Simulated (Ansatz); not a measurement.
Runs of Ansatz 0.2.0 on In. It takes space group I4/mmm (No. 139, tetragonal). The conventional cell has a = 3.251 Å, b = 3.251 Å, c = 4.947 Å, α = 90.00°, β = 90.00°, γ = 90.00°. In (site symmetry 4/mmm) is surrounded by 12 In at 3.25 to 3.38 Å. 

| task | level | potentials or basis | cell | k mesh | smearing | points for each segment of the path | mesh quality | gap on the mesh (eV) | pressure (GPa) | V0 of scaled cells (Å³/atom) | relaxed volume (Å³/atom) | B0 (GPa) |
| --- | --- | --- | --- | --- | --- | --- | --- | --- | --- | --- | --- | --- |
| relaxation of cell and atoms | HF | Ansatz PAW | relaxed | 6 × 6 × 6 | fermi-dirac 0.05 eV | - | coarse | none | - | - | 30.09 | - |
| band structure | HSE06 | Ansatz PAW | as given | 6 × 6 × 6 | fermi-dirac 0.05 eV | 4 | coarse | none | - | - | - | - |
| equation of state | PBE | Ansatz PAW soft_1 | as given | 11 × 11 × 11 | fermi-dirac 0.05 eV | - | not flagged | - | - | 27.52 | - | (c) |
| single point | PBE | Ansatz PAW | as given | 11 × 11 × 11 | fermi-dirac 0.05 eV | - | not flagged | none | 2.0 | - | - | - |
| relaxation of cell and atoms | HSE03 | Ansatz PAW | relaxed | 6 × 6 × 6 | fermi-dirac 0.05 eV | - | coarse | none | - | - | (a) | - |
| equation of state | PBEsol | Ansatz PAW | as given | 11 × 11 × 11 | fermi-dirac 0.05 eV | - | not flagged | - | - | (b) | - | 44 |
| single point | PBEsol0 | Ansatz PAW | as given | 6 × 6 × 6 | fermi-dirac 0.05 eV | - | coarse | none | - | - | - | - |
| single point | RPBE | Ansatz PAW | another cell of the same crystal, with 1 atom | 11 × 11 × 11 | gaussian 0.02 eV | - | not flagged | none | 3.7 | - | - | - |

Alike in all rows: no spin polarisation; cutoff (eV) 420.

Q: Fill in the values left out.

A: (a) 26.03; (b) 25.57; (c) 35.

Caveats: some runs use coarse meshes; the PAW data sets come from PBE, with cores solved anew for the run's functional, which leaves a small shift of forces and pressure (some runs); the potentials were made for another functional, which shifts forces and pressure (some runs); the plane-wave basis is chosen anew once the cell has moved, so the energies of steps on either side of that aren't comparable (some runs); the cell was scaled at fixed shape and fractional positions, which overstates the stiffness of a crystal with free parameters, most of all of layers and chains (some runs); the volume moved by over 15 % at a fixed basis, so the end points are rough (some runs); the volume moved by +15 % from the deposited cell, more than functionals usually miss (some runs).

A k mesh can miss the band edges, and the runs leave out spin-orbit coupling on In.

A gap of «none» marks a metal or a gap under the smearing width.

Not every run made on this cell is shown here.
